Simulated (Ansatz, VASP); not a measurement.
InP: VASP beside Ansatz

```xyz
2
Lattice="0.0000 2.7299 2.7299 2.7299 0.0000 2.7299 2.7299 2.7299 0.0000" Properties=species:S:1:pos:R:3 pbc="T T T"
In    0.0000    0.0000    0.0000
P     2.7299    2.7299    2.7299
```

Alike in both runs: functional PBEsol; k mesh 13 × 13 × 13; occupations fermi-dirac, width 0.1 eV; no spin polarisation.

Ansatz relaxed the structure, and its values are those at the end. VASP's run is a single point on that final structure, the one shown.

|  | VASP | Ansatz |
| --- | --- | --- |
| version | VASP 6.6.1 | Ansatz 0.2.0 |
| potentials or method | VASP PAW PBE potentials, release 64 (In_d, P) | PAW with Ansatz's default frozen-core files, scalar-relativistic |
| plane-wave cutoff (eV) | 520 | 420 |
| valence electrons in the cell | 18 | 18 |

|  | VASP | Ansatz | Ansatz less VASP |
| --- | --- | --- | --- |
| pressure (GPa) | 0.0 | 0.0 | -0.03 |

The functional is the same, so the differences come from potentials, cutoffs and numerics.

Caveats: the PAW data sets were made with another functional, which shifts forces and pressure a little (VASP).
